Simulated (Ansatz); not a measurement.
# MoS2 (P-6m2) at 3 levels of theory

One geometry, relaxed with PBE; plane waves with PAW potentials in Ansatz, scalar-relativistic. No spin polarisation. Gaps are the least over mesh and band path; pressure is positive in compression, and isn't given for hybrids.

```cif
data_structure
_symmetry_space_group_name_H-M 'P-6m2'
_symmetry_Int_Tables_number 187
_cell_length_a 3.1846
_cell_length_b 3.1846
_cell_length_c 17.3346
_cell_angle_alpha 90.000
_cell_angle_beta 90.000
_cell_angle_gamma 120.000
_cell_volume 152.25
loop_
_atom_site_label
_atom_site_type_symbol
_atom_site_symmetry_multiplicity
_atom_site_Wyckoff_symbol
_atom_site_fract_x
_atom_site_fract_y
_atom_site_fract_z
_atom_site_occupancy
Mo1 Mo 1 a 0.00000 0.00000 0.00000 1
S1 S 2 h 0.33333 0.66667 0.09015 1
```

```csv
level,cutoff (eV),k mesh,gap (eV),pressure (GPa)
PBE,420,12×12×2,1.66,0.0
```

Task: What comes out on the same cell with r2SCAN, HSE06?

Result:
```csv
level,cutoff (eV),k mesh,gap (eV),pressure (GPa)
r2SCAN,500,12×12×2,1.74,-0.4
HSE06,420,6×6×1,2.13,-
```

The cell holds layers, chains or molecules and no dispersion correction was added, so their binding is poorly described.

It was relaxed from a Materials Project cell.
